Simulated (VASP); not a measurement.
## AlP: single point with r2SCAN

**What was measured.**

From a printed reference work, data compilation, for a bulk crystal of AlP at 4.2 K: band gap 2.505 eV (indirect).

The system is AlP.

```xyz
2
Lattice="0.0000 -2.7393 -2.7393 2.7393 0.0000 -2.7393 2.7393 -2.7393 0.0000" Properties=species:S:1:pos:R:3 pbc="T T T"
P     2.7393   -2.7393   -2.7393
Al    4.1089   -4.1089   -4.1089
```

```json
{
 "Program": "VASP 6.6.1",
 "Task": "single point",
 "Functional": "r2SCAN",
 "Potentials or basis": "VASP PAW PBE potentials, release 64 (P, Al)",
 "Cutoff": "520 eV",
 "k mesh": "8 × 8 × 8",
 "Occupations": "gaussian, width 0.02 eV",
 "Spin": "no spin polarisation",
 "Dipole correction": "no",
 "Further INCAR settings": "ALGO = Normal; EDIFF = 1e-06; NBANDS = 11"
}
```

```
Pressure               : -0.3 GPa
Band gap on the k mesh : 1.93 eV, indirect (least direct gap 3.91 eV)
```

Levels at points of the mesh, in eV from the valence-band top:
| k point | band 1 | band 2 | band 3 | band 4 | band 5 | band 6 | band 7 | band 8 | band 9 |
| --- | --- | --- | --- | --- | --- | --- | --- | --- | --- |
| (0.00, 0.00, 0.00) | -11.93 | 0.00 | 0.00 | 0.00 | 3.91 | 4.96 | 4.96 | 4.96 | 9.30 |
| (0.50, 0.00, 0.00) | -10.21 | -5.63 | -0.79 | -0.79 | 3.29 | 5.22 | 5.22 | 8.92 | 12.14 |
| (0.50, 0.50, 0.00) | -9.53 | -5.40 | -2.16 | -2.16 | 1.93 | 2.85 | 11.90 | 11.90 | 12.72 |

Wall time 46 s on 1 thread of Intel(R) Xeon(R) Platinum 8488C (Sapphire Rapids) (shared host), peak memory 0.16 GiB.

Measured gap of AlP: 2.505 eV (indirect; 4.2 K; a printed reference work, data compilation). This calculation gives 1.93 eV (-0.58 eV). The value is that of r2SCAN on a finite k mesh, which can miss the band edges, without temperature or zero-point motion.

Caveat: the PAW data sets were made with another functional, which shifts forces and pressure a little.
